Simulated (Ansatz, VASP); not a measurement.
One calculation of RbBr, two programs

Contents of INCAR:

```
PREC     = Accurate       # precision mode
ENCUT    = 520            # plane-wave cutoff, eV
EDIFF    = 1E-7           # SCF threshold, eV
ISMEAR   = 0              # smearing method
SIGMA    = 0.05           # smearing width, eV
LREAL    = False          # projectors in reciprocal space
LASPH    = True           # aspherical terms in the spheres
NELM     = 80             # most SCF steps
ALGO     = Normal         # electronic algorithm
ISIF     = 2              # what is computed and relaxed
LWAVE    = False          # write WAVECAR
LCHARG   = True           # write CHGCAR
GGA      = PS             # functional
LELF     = True           # ELF
LVHAR    = True         
NBANDS   = 15             # bands
```

Contents of KPOINTS:

```
Automatic mesh
0
Gamma
  6 6 6
```

The input POSCAR:

```
RbBr
1.0
    4.0701688540      0.0000000000      0.0000000000
    0.0000000000      4.0701688540      0.0000000000
    0.0000000000      0.0000000000      4.0701688540
Rb Br
1 1
Direct
    0.0000000000     -0.0198457406      0.0000000000
    0.5000000000      0.5212276205      0.5000000000
```

Input for Ansatz:

```yaml
crystal:
  lattice:
    - [4.070168854, 0.0, 0.0]
    - [0.0, 4.070168854, 0.0]
    - [0.0, 0.0, 4.070168854]
  atoms:
    - { symbol: Rb, position: [0.0, -0.0198457406, 0.0] }
    - { symbol: Br, position: [0.5, 0.5212276205, 0.5] }
basis:
  ecutwfc: 420
kpoints:
  mp_grid: { grid: [6, 6, 6] }
hamiltonian:
  xc: pbesol
scf:
  occupations: { method: gaussian, width: 0.05 }
output:
  forces: true
  stress: true
  eigenvalues: true
```

Change from the starting cell: mode 5 frozen in at -0.086 Å and mode 6 at +0.000 Å (largest displacements).

Alike in both runs: task single point; functional PBEsol; k mesh 6 × 6 × 6; occupations gaussian, width 0.05 eV; no spin polarisation.

|  | VASP | Ansatz |
| --- | --- | --- |
| version | VASP 6.6.1 | Ansatz 0.2.0 |
| potentials or method | VASP PAW PBE potentials, release 64 (Rb_sv, Br) | scalar-relativistic, plane waves, PAW |
| plane-wave cutoff (eV) | 520 | 420 |
| valence electrons in the cell | 16 | 16 |

|  | VASP | Ansatz | Ansatz less VASP |
| --- | --- | --- | --- |
| gap on the k mesh at the Fermi level (eV) | 4.05 | 4.05 | +0.002 |
| least direct gap on the mesh (eV) | 4.20 | 4.20 | +0.001 |
| pressure (GPa) | 0.2 | 0.2 | -0.05 |
| rms of the force components (eV/Å) | 0.085 | 0.083 | -0.0015 |

Atom by atom the forces differ by 0.001 eV/Å (rms over components). The functional is the same, so the differences come from potentials, cutoffs and numerics.

Caveats: the PAW data sets were made with another functional, which shifts forces and pressure a little (VASP). A k mesh can miss the band edges.
